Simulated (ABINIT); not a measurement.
Runs of ABINIT 10.8.3 (patched build) on W. It takes space group Im-3m (No. 229, cubic). The conventional cell has a = 3.165 Å, b = 3.165 Å, c = 3.165 Å, α = 90.00°, β = 90.00°, γ = 90.00°. W (site symmetry m-3m) is surrounded by 8 W at 2.74 Å. 

```tsv
task	potentials or basis	cell	cutoff (eV)	cell freedom (optcell)	cutoff smearing ecutsm (Ha)	optimiser (ionmov)	force stop (Ha/bohr)	fine-grid cutoff	V0 of scaled cells (Å³/atom)	B0 (GPa)
equation of state	SG15 NC PBE v1.2	as given	707	-	-	-	-	-	(a)	300
equation of state	PseudoDojo NC SR PBE v0.5 standard	as given	1007	-	-	-	-	-	16.15	301
equation of state	PseudoDojo NC SR PBE v0.5 stringent	as given	1007	-	-	-	-	-	16.15	301
equation of state	PseudoDojo NC SR PBE v0.4 stringent	as given	1007	-	-	-	-	-	16.15	301
```

Alike in all rows: level PBE; no spin polarisation; k mesh 12 × 12 × 12; smearing fermi-dirac 0.05 eV.

Q: Fill in the values left out.

A: (a) 16.17.

Caveats: pressures at fixed basis lie under the slope of the energies.
